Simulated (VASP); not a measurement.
**From an Ansatz input to VASP: GaN (strained zincblende)**

Ansatz input

```yaml
crystal:
  lattice:
    - [0.0, 2.3164211173, 2.3164211173]
    - [2.3164211173, 0.0, 2.3164211173]
    - [2.3164211173, 2.3164211173, 0.0]
  atoms:
    - { symbol: Ga, position: [0.0, 0.0, 0.0] }
    - { symbol: "N", position: [0.25, 0.25, 0.25] }
kpoints:
  mp_grid: { grid: [10, 10, 10] }
  band_path:
    path:
      - [0.0, 0.0, 0.0]
      - [-0.5, -0.5, 0.0]
      - [-0.375, -0.375, 0.25]
      - [-0.375, 0.0, 0.375]
      - [0.0, 0.0, 0.5]
      - [-0.5, -0.25, 0.25]
    npoints: 1
hamiltonian:
  xc: pbe
scf:
  occupations: { method: fermi_dirac, width: 0.02 }
  n_extra_bands: 4
output:
  forces: true
  stress: true
  eigenvalues: true
```

Translate this input to VASP.



INCAR

```
SIGMA = 0.02
NBANDS = 16
PREC = Accurate
ENCUT = 520
ISMEAR = -1
LCHARG = .FALSE.
IBRION = -1
LREAL = .FALSE.
LASPH = .TRUE.
NSW = 0
NELM = 120
EDIFF = 1E-7
LWAVE = .FALSE.
GGA = PE
ISIF = 2
```

KPOINTS

```
KPOINTS created by Atomic Simulation Environment
0
Gamma
10 10 10
0 0 0
```

KPOINTS_OPT

```
special points
6
Reciprocal
0.0000000000 0.0000000000 0.0000000000 1
-0.5000000000 -0.5000000000 0.0000000000 1
-0.3750000000 -0.3750000000 0.2500000000 1
-0.3750000000 0.0000000000 0.3750000000 1
0.0000000000 0.0000000000 0.5000000000 1
-0.5000000000 -0.2500000000 0.2500000000 1
```

POSCAR

```
Ga N
 1.0000000000000000
     0.0000000000000000    2.3164211173000000    2.3164211173000000
     2.3164211173000000    0.0000000000000000    2.3164211173000000
     2.3164211173000000    2.3164211173000000    0.0000000000000000
 Ga  N
   1   1
Cartesian
  0.0000000000000000  0.0000000000000000  0.0000000000000000
  1.1582105586500000  1.1582105586500000  1.1582105586500000
```

VASP ran with the recommended PBE PAW datasets (18 valence electrons in the cell). Other inputs would serve too.

```tsv
	Ansatz	VASP
gap between bands v and c	1.19 eV	1.19 eV
least direct gap	1.19 eV	1.19 eV
pressure	-8.4 GPa	-8.2 GPa
```

The two codes use different PAW datasets and cutoffs. VASP's cell holds 18 valence electrons and Ansatz's 18. Ansatz's stress includes a Pulay correction; VASP's doesn't.
